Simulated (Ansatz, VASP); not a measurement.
Two plane-wave programs on GaSb

```xyz
2
Lattice="0.0000 2.8923 2.8923 2.8923 0.0000 2.8923 2.8923 2.8923 0.0000" Properties=species:S:1:pos:R:3 pbc="T T T"
Ga    0.0000    0.0000    0.0000
Sb    4.3384    4.3384    4.3384
```

Alike in both runs: functional PBE; k mesh 12 × 12 × 12; occupations fermi-dirac, width 0.15 eV; no spin polarisation.

Ansatz relaxed the structure, and its values are those at the end. VASP's run is a single point on that final structure, the one shown.

|  | VASP | Ansatz |
| --- | --- | --- |
| version | VASP 6.6.1 | Ansatz 0.2.0 |
| potentials or method | VASP PAW PBE potentials, release 64 (Ga_d, Sb) | scalar-relativistic, plane waves, PAW |
| plane-wave cutoff (eV) | 520 | 420 |
| valence electrons in the cell | 18 | 28 |

Ansatz gave:

| Item | Value |
| --- | --- |
| gap on the k mesh at the Fermi level (eV) | 0.59 |
| least direct gap on the mesh (eV) | 1.30 |
| pressure (GPa) | 16.0 |

Q: What did VASP give for the same quantities?

A: gap on the k mesh at the Fermi level (eV): 0.57; least direct gap on the mesh (eV): 1.31; pressure (GPa): 16.1.

The two sets of potentials don't hold the same shells in valence.

Caveats: so large a pressure means that the cell lies far from this level's equilibrium, or that cutoff or potentials fall short (VASP); spin-orbit coupling is left out, which moves the levels of the heavy elements. A k mesh can miss the band edges.
